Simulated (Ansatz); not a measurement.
Input of an Ansatz 0.2.0 run:

The input input.yaml:

```yaml
crystal:
  lattice:
    - [5.556395, 0.0, 0.0]
    - [0.0, 3.333597, 0.0]
    - [0.0, 0.0, 6.504995]
  atoms:
    - { symbol: Hf, position: [0.748682, 0.75, 0.607871] }
    - { symbol: Hf, position: [0.251318, 0.25, 0.392129] }
    - { symbol: Hf, position: [0.248682, 0.75, 0.892129] }
    - { symbol: Hf, position: [0.751318, 0.25, 0.107871] }
    - { symbol: O, position: [0.639499, 0.25, 0.4234] }
    - { symbol: O, position: [0.360501, 0.75, 0.5766] }
    - { symbol: O, position: [0.139499, 0.25, 0.0766] }
    - { symbol: O, position: [0.860501, 0.75, 0.9234] }
    - { symbol: O, position: [0.520794, 0.25, 0.841453] }
    - { symbol: O, position: [0.479206, 0.75, 0.158547] }
    - { symbol: O, position: [0.020794, 0.25, 0.658547] }
    - { symbol: O, position: [0.979206, 0.75, 0.341453] }
hamiltonian:
  xc: pbe
  pseudopotentials: { kind: paw }
kpoints:
  mp_grid: { grid: [5, 8, 4] }
scf:
  occupations: { method: gaussian, width: 0.012 }
output:
  forces: true
  stress: true
  eigenvalues: true
  write_density: true
  write_potential: true
  elf: true
  volumetric_format: npy
```

Potentials or basis: Ansatz PAW.

The run is started by

```sh
$ ansatz run input.yaml --threads 4 --pin off --max-ram 11264MiB --backend cpu --events-out ev --progress --plain --runs-dir out
```

(1) Estimate the pressure.

(2) Estimate the band gap on the k mesh.

(3) Predict the largest force.

Results:

(1) 3.3 GPa.

(2) 3.46 eV, direct.

(3) 0.061 eV/Å.

Caveat: odd divisions of the mesh miss points on the zone boundary, where band edges often lie, so the gap on the mesh can be too wide; the pressure holds a Pulay correction of +0.9 GPa for the finite cutoff; spin-orbit coupling is left out, which moves the levels of the heavy elements.
